# WS₂ stretched and squeezed in the plane

One per cent of equal stretch along a and b costs WS₂ about 3 meV per atom and calls for an in-plane stress of about 3 GPa. The crystal meanwhile gets thinner along c by about a third of a per cent. The question on this page is how far these small-strain values carry: what happens at a squeeze of 2 % and at a stretch of 3 %?

WS2 (P6_3/mmc, 6 atoms in the cell, a = 3.154 Å, c = 12.148 Å) under equal strain along a and b, with c and the atoms relaxed within the symmetry. Calculated with Ansatz 0.2.0 using PBE with D3(BJ) dispersion, scalar-relativistic plane-wave PAW without spin polarisation, a 420 eV cutoff and a 12×12×4 k mesh. Changes are relative to the unstrained cell.

```csv
strain (%),energy change (meV/atom),volume change (%),a change (%),c change (%)
-3,31.5,-5.03,-3.00,0.94
-2,?,?,?,?
-1,3.3,-1.74,-1.00,0.26
1,3.2,1.62,1.00,-0.38
2,12.7,3.32,2.00,-0.69
3,?,?,?,?
```

The strain is the imposed change of a and b, positive for stretch, so the column "a change" needs no forecast. The length c is free to adjust. The row at −2 lies between known rows, whereas the row at +3 lies beyond them and is the harder test.

## The energy: between a spring and a breaking bond

The first limiting case is a very small strain. A relaxed crystal sits at an energy minimum, so the cost starts with the square of the strain, as for a spring. A perfect spring doesn't distinguish squeeze from stretch, and the two open energies would then simply copy their mirror rows: 12.7 meV/atom at −2 and 31.5 at +3.

The second limiting case is a very large strain. Atoms pulled apart stop attracting each other, so the energy levels off; atoms pushed together repel ever more strongly, so it keeps climbing. The curve is therefore expected to be steeper on the side of compression. The table agrees: the energy divided by the strain squared is 3.5 at −3 but only about 3.2 at +2. It shows the asymmetry of the whole crystal, however, and doesn't trace it to particular bonds.

The simplest step from the first limit towards the second is a cubic term, the first one that tells squeeze from stretch. It serves for small strains only, since it never levels off:

E = A s² + B s³

Here E is the energy change in meV/atom and s the strain in per cent. Least squares on the four known rows gives A = 3.303 and B = −0.0656. The formula meets those rows within 0.07 meV/atom, and the sign of B rests mainly on the comparison of −3 with +2, because the energies at ±1 differ by no more than the last printed digit. The computed in-plane stresses of those two rows show the same asymmetry more sharply: about 3.1 GPa of compression at −1 against 2.9 GPa of tension at +1.

Both constants have a plain meaning. Spread over the volume of an atom, A corresponds to a biaxial modulus of about 300 GPa, which is where the 3 GPa for each per cent comes from. B says that the crystal softens as it is stretched: its local stiffness, the curvature of the energy, falls by about 6 % of its unstrained value for each per cent of stretch.

For a stretch of 3 % the estimate in full is

E = 3.303 × 9 − 0.0656 × 27 = 29.73 − 1.77 = 27.96 meV/atom.

The spring supplies nearly everything, and the softening takes back about 6 %.

## The thickness: between rigid and yielding bonds

Each layer is a sheet of W between two sheets of S, and every W atom holds three S atoms above and three below. Stretching the layer pulls the S atoms sideways, away from the W atoms to which they are bonded. There are two extreme ways to respond. Either the S atoms keep their height and the bonds lengthen, or the bonds keep their length and the S atoms sink towards the W sheet.

The second extreme follows from Pythagoras. An S atom sits at a height h above the W sheet, with h² = d² − a²/3, where d is the W–S bond length. If d and the gap between the layers stay fixed, c must shrink by 0.69 % for each per cent of stretch. In the first extreme, with the same fixed gap, it would not shrink at all.

The known rows lie about halfway, with c falling by 0.31 to 0.34 % for each per cent from one row to the next. The natural reading is a compromise: the layer shares the strain between longer bonds and changed bond angles, since each costs energy. The gap between the layers may change as well. No atomic positions are at hand to separate these contributions, and the gap also depends on the dispersion correction.

One irregularity needs care. Divided by the strain, the change of c is −0.26 at −1 but −0.38 at +1, which looks like a jump in behaviour. The steady slopes show that it is a common shift instead: the line through the rows passes zero strain at about −0.06 %, or 0.007 Å below the starting cell. The leftover stress gives part of the reason: the starting cell is still under a tension of 0.014 GPa along c, so its c is slightly too long. With a roughly recalled stiffness of 50 GPa along c, this should account for about half of the shift. The whole shift costs only about 0.001 meV/atom, so the energies would not reveal it.

For the forecast I assume that equal fractional steps in a give equal fractional steps in c, each counted from the length already reached. A least-squares line through the logarithms of the lengths in the four known rows, with the shift left free, gives a response of −0.324. The volume then follows from geometry: at +3 it is 1.03² × 0.9899 = 1.050 times the original.

## Forecasts

- **Strain −2 %:** energy 13.7 ± 0.3 meV/atom, slightly above the row at +2; c change +0.60 ± 0.04 %; volume change −3.38 ± 0.04 %.
- **Strain +3 %:** energy 28.0 ± 0.8 meV/atom, clearly below the row at −3; c change −1.01 ± 0.06 %; volume change +5.02 ± 0.06 %.

The ranges are judgements, not statistical errors. For the energy I tried an additional term in s⁴, which four rows can hardly determine; it moves the forecast at +3 up to 28.6, and the range covers that. For c the shift of 0.06 %, explained only in part, is a fair warning of how well this soft direction is known.

The withheld rows as computed:

```csv
strain (%),energy change (meV/atom),volume change (%),a change (%),c change (%)
-2,13.7,-3.40,-2.00,0.59
3,27.9,5.04,3.00,-0.99
```

## What the new rows teach

All six values fall inside their ranges. The energies agree with the forecasts to 0.1 meV/atom, and the perfect spring fails where it should: at +3 it would have been 3.6 meV/atom too high. The volumes are right to 0.02 %, but they add no independent test, because they follow from the imposed a and the forecast c.

The new rows complete two mirror pairs, and these take the energy apart without any fit. The average of a pair keeps only what squeeze and stretch share. It is 13.2 meV/atom at ±2 and 29.7 at ±3, and divided by the strain squared both give 3.30. The shared part is thus still that of a spring at 3 %.

The difference within a pair keeps only the asymmetry. Squeezing costs 1.0 meV/atom more than stretching at 2 %, and 3.6 more at 3 %. A cubic term demands a growth by (3/2)³, or about 3.4 times, and the computed differences match that within their printed digits. This supports the cubic form, though bond anharmonicity as its origin remains an argument from theory.

The pairs also explain why the extra s⁴ term was a poor guide. It had brought the formula closer to the four known rows, yet at +3 it missed by 0.7 meV/atom, while the plainer formula missed by less than 0.1. The term had mostly followed the small energies at ±1, where one printed digit is 3 % of the value: unrounded, they are 3.34 at −1 and 3.23 at +1. A closer fit to a few rounded rows was here the worse forecast, because the extra term largely fitted the rounding.

The thickness shows a small miss. At +3, c shrinks by 0.99 % instead of 1.01 %, about twice the largest miss among the fitted rows. With all six rows in place, the response for each per cent weakens steadily from −0.35 at the squeezed end to −0.30 at the stretched end, somewhat faster than the assumed rule allows. Part of this is probably incomplete relaxation. The row at −3 keeps a tension of 0.008 GPa along c, so its c should be too long by roughly 0.02 %, which also makes the fitted line slightly too steep. Only part of that error passes through the line into the forecast at +3. Together with the smaller leftover stresses of the other rows, however, it is expected to account for roughly half of the miss if the recalled stiffness is right. What remains would be about as large as the scatter of the fitted rows, so the miss is no firm sign of a change in how the layers respond.

These results hold for a crystal that keeps its symmetry. A squeezed sheet that would rather buckle or slide was not allowed to do so, and any such escape would lower the energies on the compressed side. Within that restriction, the response up to 3 % is a spring of 3.3 meV/atom for the first per cent, with a correction that grows as the cube of the strain.
